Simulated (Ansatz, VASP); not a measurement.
**Nb: VASP beside Ansatz**

```
CELL_PARAMETERS angstrom
2.69852 0.00000 0.00000
0.00000 2.69852 0.00000
0.00000 0.00000 2.69852
ATOMIC_POSITIONS crystal
Nb 0.00000 0.00000 0.00000
```

Change from the starting cell: volume scaled by 0.98.

Alike in both runs: task single point; functional PBE; k mesh 13 × 13 × 13; occupations fermi-dirac, width 0.03 eV; no spin polarisation.

|  | VASP | Ansatz |
| --- | --- | --- |
| version | VASP 6.6.1 | Ansatz 0.2.0 |
| potentials or method | VASP PAW PBE potentials, release 64 (Nb_sv), cutoff 520 eV | all-electron LAPW, scalar-relativistic |

```csv
,VASP,Ansatz,Ansatz less VASP
pressure (GPa),2.6,2.8,+0.19
```

Ansatz ran all-electron here, so the differences hold the error of VASP's frozen core and of both bases.
